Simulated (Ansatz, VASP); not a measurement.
# Pd: VASP beside Ansatz

File INCAR:

```
PREC     = Accurate       # precision mode
ENCUT    = 520            # plane-wave cutoff, eV
EDIFF    = 1E-7           # SCF threshold, eV
ISMEAR   = 0              # smearing method
SIGMA    = 0.15           # smearing width, eV
LREAL    = False          # projectors in reciprocal space
LASPH    = True           # aspherical terms in the spheres
NELM     = 80             # most SCF steps
ALGO     = Fast           # electronic algorithm
ISIF     = 2              # what is computed and relaxed
LWAVE    = False          # write WAVECAR
LCHARG   = False          # write CHGCAR
GGA      = PE             # functional
NBANDS   = 11             # bands
```

Contents of KPOINTS:

```
Automatic mesh
0
Gamma
  8 8 8
```

File POSCAR:

```
Pd
1.0
    0.0000000000      1.8476550000      1.8962775000
    1.8476550000      0.0000000000      1.8962775000
    1.8476550000      1.8476550000      0.0000000000
Pd
1
Direct
    0.0000000000      0.0000000000      0.0000000000
```

Input for Ansatz:

```yaml
crystal:
  lattice:
    - [0.0, 1.847655, 1.8962775]
    - [1.847655, 0.0, 1.8962775]
    - [1.847655, 1.847655, 0.0]
  atoms:
    - { symbol: Pd, position: [0.0, 0.0, 0.0] }
basis:
  ecutwfc: 420
kpoints:
  mp_grid: { grid: [8, 8, 8] }
hamiltonian:
  xc: pbe
scf:
  occupations: { method: gaussian, width: 0.15 }
output:
  forces: true
  stress: true
  eigenvalues: true
```

Change from the starting cell: strain -0.050 along x and y, -0.025 along z, atoms carried along.

Alike in both runs: task single point; functional PBE; k mesh 8 × 8 × 8; occupations gaussian, width 0.15 eV; no spin polarisation.

```csv
,VASP,Ansatz
version,VASP 6.6.1,Ansatz 0.2.0
potentials or method,"VASP PAW PBE potentials, release 64 (Pd)","scalar-relativistic, plane waves, PAW"
plane-wave cutoff (eV),520,420
valence electrons in the cell,10,18
```

Ansatz gave:

* gap on the k mesh at the Fermi level (eV): none
* pressure (GPa): 46.0
* largest component of the traceless stress (GPa): 1.73

Q: Which values does VASP return?

A: gap on the k mesh at the Fermi level (eV): none; pressure (GPa): 45.5; largest component of the traceless stress (GPa): 1.70.

A gap of «none» marks a metal or a gap that the smearing closes. The two sets of potentials don't hold the same shells in valence.

Caveats: the k mesh is coarse (spacing up to 0.37 Å⁻¹), so the values aren't converged; so large a pressure means that the cell lies far from this level's equilibrium, or that cutoff or potentials fall short (VASP).
